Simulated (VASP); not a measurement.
# SiC214 (a cell with a defect) in VASP: relaxation of the atoms with PBE

Aim: the relaxation of the atoms of SiC214 (a cell with a defect) with PBE.

Program: VASP 6.6.1. These are calculated values, not measurements. Logs are shortened: lines on timing, memory, paths and dates and some standing lists are left out, and cuts for length are marked.

## 1. The structure

The cell holds a defect, 215 atoms: a = 10.716 Å, b = 10.716 Å, c = 10.716 Å, α = 90.00°, β = 90.00°, γ = 90.00°.

The cell was built by a generator and needn't be a form met in nature.

## 2. Relaxation of the atoms, PBE, collinear spin, ferromagnetic start

File INCAR:

```
PREC = Accurate
ENCUT = 420
EDIFF = 1E-5
ISMEAR = 0
SIGMA = 0.01
LREAL = Auto
LASPH = True
NELM = 100
ALGO = Fast
ISIF = 2
LWAVE = False
LCHARG = False
ISPIN = 2
MAGMOM = 0.32 0 0.32 0 0.32 0 0 0 0 0 0 0 0 0 0 0 0 0 0 0 0 0 0 0 0 0 0 0 0 0 0 0 0 0 0 0 0 0 0 0 0 0 0 0 0 0 0 0 0 0 0 0 0 0 0 0 0 0 0 0 0 0 0 0 0 0.32 0 0 0 0 0 0 0 0 0 0 0 0 0 0 0 0 0 0 0 0 0 0 0 0 0 0 0 0 0 0 0 0 0 0 0 0 0 0 0 0 0 0 0 0 0 0 0 0 0 0 0 0 0 0 0 0 0 0 0 0 0 0 0 0 0 0 0 0 0 0 0 0 0 0 0 0 0 0 0 0 0 0 0 0 0 0 0 0 0 0 0 0 0 0 0 0 0 0.32 0 0 0 0 0 0 0 0 0 0 0 0 0 0 0 0 0 0 0 0 0 0 0 0 0 0 0 0 0 0 0 0 0 0.32 0 0 0 0 0 0 0 0 0 0 0 0 0 0 0 0 0
LORBIT = 11
NUPDOWN = 2
GGA = PE
IBRION = 2
NSW = 40
EDIFFG = -0.01
ISYM = 0
NCORE = 4
```

File KPOINTS:

```
regular mesh
0
Gamma
  1 1 1
```

File POSCAR:

```
SiC214
1.0
   10.7160000000      0.0000000000      0.0000000000
    0.0000000000     10.7160000000      0.0000000000
    0.0000000000      0.0000000000     10.7160000000
C Si
214 1
Direct
    0.0000000000      0.1666666667      0.1666666667
    0.0833333333      0.2500000000      0.2500000000
    0.1666666667      0.0000000000      0.1666666667
    0.2500000000      0.0833333333      0.2500000000
    0.1666666667      0.1666666667      0.0000000000
    0.2500000000      0.2500000000      0.0833333333
[... 207 lines left out ...]
    0.9166666667      0.9166666667      0.7500000000
    0.0416666667      0.0416666667      0.0416666667
```

Potentials or basis: VASP PAW PBE potentials, release 64 (C, Si).

The run is started by

```bash
$ cat potpaw_PBE.64/C/POTCAR potpaw_PBE.64/Si/POTCAR > POTCAR
$ mpirun -np 8 vasp_gam > vasp.out
```

OUTCAR:

```text
PREC = Accurate
   ENCUT = 420
   EDIFF = 1E-5
   ISMEAR = 0
   LREAL = Auto
   LASPH = True
   NELM = 100
   ISIF = 2
   ISPIN = 2
   LORBIT = 11
   NUPDOWN = 2
   GGA = PE
   IBRION = 2
   NSW = 40
   EDIFFG = -0.01
   ISYM = 0

 ion  position               nearest neighbor table
   1  0.000  0.167  0.167-   2 1.55 148 1.55 150 1.55 215 1.95
   2  0.083  0.250  0.250-   1 1.55  31 1.55  27 1.55  13 1.55
   3  0.167  0.000  0.167-   4 1.55  50 1.55  54 1.55 215 1.95
   4  0.250  0.083  0.250-   3 1.55  79 1.55  73 1.55  13 1.55
   5  0.167  0.167  0.000-   6 1.55  18 1.55  20 1.55 215 1.95
   6  0.250  0.250  0.083-   5 1.55  95 1.55  73 1.55  27 1.55
[... 206 lines left out ...]
 213  0.833  0.833  0.667- 208 1.55 204 1.55 202 1.55 214 1.55
 214  0.917  0.917  0.750-  15 1.55  65 1.55 163 1.55 213 1.55
 215  0.042  0.042  0.042-  66 1.95 164 1.95 198 1.95   1 1.95   3 1.95   5 1.95

IMPORTANT INFORMATION: All symmetrisations will be switched off!
NOSYMM: (Re-)initialisation of all symmetry stuff for point group C_1.

----------------------------------------------------------------------------------------

                                     Primitive cell

  volume of cell :    1230.5467

  direct lattice vectors                    reciprocal lattice vectors
    10.716000000  0.000000000  0.000000000     0.093318402  0.000000000  0.000000000
     0.000000000 10.716000000  0.000000000     0.000000000  0.093318402  0.000000000
     0.000000000  0.000000000 10.716000000     0.000000000  0.000000000  0.093318402

  length of vectors
    10.716000000 10.716000000 10.716000000     0.093318402  0.093318402  0.093318402

  position of ions in fractional coordinates (direct lattice)
     0.000000000  0.166666667  0.166666667
     0.083333333  0.250000000  0.250000000
     0.166666667  0.000000000  0.166666667
     0.250000000  0.083333333  0.250000000
     0.166666667  0.166666667  0.000000000
     0.250000000  0.250000000  0.083333333
[... 175 lines left out ...]
     0.916666667  0.583333333  0.416666667
     0.666666667  0.333333333  0.666666667
   k-points           NKPTS =      1   k-points in BZ     NKDIM =      1   number of bands    NBANDS=    540
   number of dos      NEDOS =    301   number of ions     NIONS =    215
   total plane-waves  NPLWV = 373248
   dimension x,y,z NGX =    72 NGY =   72 NGZ =   72
   dimension x,y,z NGXF=   144 NGYF=  144 NGZF=  144
   ions per type =             214   1
   NGX,Y,Z   is equivalent  to a cutoff of  11.17, 11.17, 11.17 a.u.
   NGXF,Y,Z  is equivalent  to a cutoff of  22.34, 22.34, 22.34 a.u.
 SYSTEM =  unknown system
   PREC   = accura    normal or accurate (medium, high low for compatibility)
   ISTART =      0    job   : 0-new  1-cont  2-samecut
   ICHARG =      2    charge: 1-file 2-atom 10-const
   ISPIN  =      2    spin polarized calculation?
   LNONCOLLINEAR =      F non collinear calculations
   LSORBIT =      F    spin-orbit coupling
   LASPH  =      T    aspherical Exc in radial PAW
   ENCUT  =  420.0 eV  30.87 Ry    5.56 a.u.  17.91 17.91 17.91*2*pi/ulx,y,z
   NELM   =    100;   NELMIN=  2; NELMDL= -5     # of ELM steps
   EDIFF  = 0.1E-04   stopping-criterion for ELM
   LREAL  =      T    real-space projection
   EDIFFG = -.1E-01   stopping-criterion for IOM
   NSW    =     40    number of steps for IOM
   IBRION =      2    ionic relax: 0-MD 1-quasi-New 2-CG
   NFREE  =      1    steps in history (QN), initial steepest desc. (CG)
   ISIF   =      2    stress and relaxation
   ISYM   =      0    0-nonsym 1-usesym 2-fastsym
   POTIM  = 0.5000    time-step for ionic-motion
   TEBEG  =    0.0;   TEEND  =   0.0 temperature during run
   PSTRESS=    0.0 pullay stress
   NELECT =     860.0000    total number of electrons
   NUPDOWN=       2.0000    fix difference up-down
   EMIN   =  10.00;   EMAX   =-10.00  energy-range for DOS
   EFERMI =   0.00;   METHOD = LEGACY
   ISMEAR =     0;   SIGMA  =   0.01  broadening in eV -4-tet -1-fermi 0-gaus
   EFERMI_NEDOS =   21; number of points for ismear=-14 and -15
   IALGO  =     68    algorithm
   IMIX   =      4    mixing-type and parameters
     AMIX     =   0.40;   BMIX     =  1.00
     AMIX_MAG =   1.60;   BMIX_MAG =  1.00
  volume/ion in A,a.u.               =       5.72        38.62
  Fermi-wavevector in a.u.,A,eV,Ry     =   1.452808  2.745409 28.717159  2.110652
  Thomas-Fermi vector in A             =   2.570147
   LORBIT       =     11    0 simple, 1 ext, 2 COOP (PROOUT), +10 PAW based schemes
   GGA     = PE    functional components
   LHFCALC =     F    Hartree Fock is set to
   AEXX    =    0.0000 exact exchange contribution
   IVDW    =     0    specifies the selected vdW correction
   LEPSILON=     F    determine dielectric tensor
   LRPA    =     F    only Hartree local field effects (RPA)
 conjugate gradient relaxation of ions
 spin polarized calculation
 RMM-DIIS sequential band-by-band and
 Gauss-broadening in eV      SIGMA  =   0.01
  energy-cutoff  :      420.00
  volume of cell :     1230.55
 maximum number of plane-waves:     11936
 NGX is ok and might be reduce to    70
   NGX = 35   NGY = 35   NGZ = 35

--------------------------------------- Ionic step        1  -------------------------------------------

 number of electron     860.0000679 magnetization       1.9999975

 Free energy of the ion-electron system (eV)
  ---------------------------------------------------
  ext. energy  EPLUGINS =         0.00000000
  ---------------------------------------------------
  free energy    TOTEN  =     -1943.49043376 eV

  energy without entropy =    -1943.49043376  energy(sigma->0) =    -1943.49043376

------------------------ aborting loop because EDIFF is reached ----------------------------------------

  FORCE on cell =-STRESS in cart. coord.  units (eV):
  Direction    XX          YY          ZZ          XY          YZ          ZX
  --------------------------------------------------------------------------------------
  -------------------------------------------------------------------------------------
  Total       -9.6192733     -9.6192860     -9.6192195    -11.2847443    -11.2849858    -11.2848510
  in kB      -12.5243366    -12.5243531    -12.5242666    -14.6927872    -14.6931017    -14.6929261
  external PRESSURE =     -12.5243188 kB  Pullay stress =       0.0000000 kB
[... 728 lines left out ...]
  FREE ENERGIE OF THE ION-ELECTRON SYSTEM (eV)
  ---------------------------------------------------
  free  energy   TOTEN  =     -1944.2345524505 eV

  energy  without entropy=    -1944.2345524505  energy(sigma->0) =    -1944.23455245

[... ionic steps 4 to 15 ...]

--------------------------------------- Ionic step       16  -------------------------------------------

 number of electron     860.0000438 magnetization       2.0000000

------------------------ aborting loop because EDIFF is reached ----------------------------------------

  FORCE on cell =-STRESS in cart. coord.  units (eV):
  Direction    XX          YY          ZZ          XY          YZ          ZX
  --------------------------------------------------------------------------------------
  -------------------------------------------------------------------------------------
  Total       -7.1483229     -7.1483161     -7.1483120    -13.5548781    -13.5548793    -13.5548696
  in kB       -9.3071482     -9.3071394     -9.3071341    -17.6485116    -17.6485131    -17.6485005
  external PRESSURE =      -9.3071406 kB  Pullay stress =       0.0000000 kB
[... 483 lines left out ...]
  energy  without entropy=    -1944.6121202689  energy(sigma->0) =    -1944.61212027

--------------------------------------- Ionic step       18  -------------------------------------------

 number of electron     860.0000438 magnetization       2.0000000

 Free energy of the ion-electron system (eV)
  ---------------------------------------------------
  ext. energy  EPLUGINS =         0.00000000
  ---------------------------------------------------
  free energy    TOTEN  =     -1944.61219395 eV

  energy without entropy =    -1944.61219395  energy(sigma->0) =    -1944.61219395

 E-fermi :   9.6429     XC(G=0): -13.2167

 val. band max:       10.2225014096   @ k =   0.0000   0.0000   0.0000
 cond. band min:      10.5588303101   @ k =   0.0000   0.0000   0.0000
 fundamental gap:      0.3363289005
 Fermi energy:        10.2947614988

 spin component 1

 k-point     1 :       0.0000    0.0000    0.0000
  band No.  band energies     occupation
      1     -11.7439      1.00000
      2     -10.7715      1.00000
      3     -10.7715      1.00000
      4     -10.7553      1.00000
      5     -10.7553      1.00000
      6     -10.6759      1.00000
[... 434 lines left out ...]
    441      14.4390      0.00000
    442      14.4390      0.00000
 Fermi energy:         9.6429351402

 spin component 2

 k-point     1 :       0.0000    0.0000    0.0000
  band No.  band energies     occupation
      1     -11.7353      1.00000
      2     -10.7602      1.00000
      3     -10.7602      1.00000
      4     -10.7500      1.00000
      5     -10.7500      1.00000
      6     -10.6695      1.00000
[... 434 lines left out ...]
    441      14.4482      0.00000
    442      14.4482      0.00000
 [bands above 442 left out]

------------------------ aborting loop because EDIFF is reached ----------------------------------------

  FORCE on cell =-STRESS in cart. coord.  units (eV):
  Direction    XX          YY          ZZ          XY          YZ          ZX
  --------------------------------------------------------------------------------------
  -------------------------------------------------------------------------------------
  Total       -7.1382156     -7.1382044     -7.1382269    -13.5556767    -13.5556781    -13.5556763
  in kB       -9.2939884     -9.2939739     -9.2940031    -17.6495514    -17.6495531    -17.6495508
  external PRESSURE =      -9.2939885 kB  Pullay stress =       0.0000000 kB
[... 230 lines left out ...]
  FREE ENERGIE OF THE ION-ELECTRON SYSTEM (eV)
  ---------------------------------------------------
  free  energy   TOTEN  =     -1944.6121939534 eV

  energy  without entropy=    -1944.6121939534  energy(sigma->0) =    -1944.61219395

 reached required accuracy - stopping structural energy minimisation

 total charge

# of ion       s       p       d       tot
------------------------------------------
    1        0.839   1.739   0.000   2.579
    2        0.828   1.725   0.000   2.553
    3        0.839   1.739   0.000   2.579
    4        0.828   1.725   0.000   2.553
    5        0.839   1.739   0.000   2.579
    6        0.828   1.725   0.000   2.553
[... 207 lines left out ...]
  214        0.830   1.739   0.000   2.569
  215        0.685   1.021   0.000   1.706
--------------------------------------------------
tot        178.632 374.883   0.000 553.515

 magnetization (x)

# of ion       s       p       d       tot
------------------------------------------
    1        0.012   0.111   0.000   0.123
    2       -0.001   0.000   0.000  -0.001
    3        0.012   0.111   0.000   0.123
    4       -0.001   0.000   0.000  -0.001
    5        0.012   0.111   0.000   0.123
    6       -0.001   0.000   0.000  -0.001
[... 167 lines left out ...]
  174        0.000   0.002   0.000   0.002
  175        0.000   0.003   0.000   0.003
  176        0.000
```

It took 15 min on 8 MPI ranks of AMD EPYC 9R45 (Zen 5), shared host; peak memory 0.33 GiB.

Results:

| Item | Value |
| --- | --- |
| Free energy | -1944.6122 eV |
| Energy gained by relaxing | 5.2 meV/atom |
| Ionic steps | 18 |
| Largest force after relaxing | 0.009 eV/Å |
| Net moment | 2.00 μB per cell |
| Site moments | C +0.12, -0.00, +0.00, +0.01; Si -0.03 μB |
| Valence electrons inside the program's atomic spheres | C 2.58, 2.55, 2.57, 2.59; Si 1.71 |

Step by step:
```
step  energy change (eV)  largest force (eV/Å)  pressure (GPa)
   1              0.0000                2.7674           -1.25
   2             -0.2155                2.2708           -0.67
   3             -0.7441                0.7660           -1.01
   4             -0.9787                0.4900           -0.91
   5             -0.9945                0.3499           -0.94
   6             -1.0598                0.3453           -0.93
   7             -1.0658                0.2618           -0.94
   8             -1.0990                0.1538           -0.94
   9             -1.0994                0.1406           -0.94
  10             -1.1150                0.0837           -0.94
  11             -1.1150                0.0850           -0.94
  12             -1.1193                0.0555           -0.93
  13             -1.1198                0.0421           -0.93
  14             -1.1212                0.0233           -0.93
  15             -1.1212                0.0223           -0.93
  16             -1.1217                0.0134           -0.93
  17             -1.1217                0.0102           -0.93
  18             -1.1218                0.0085           -0.93
```

Caveat: the cutoff is under 1.25 times the usual one of these potentials, so pressure, stress and relaxed cells hold a basis-set (Pulay) error; the total moment is fixed, so each spin has its own Fermi level.
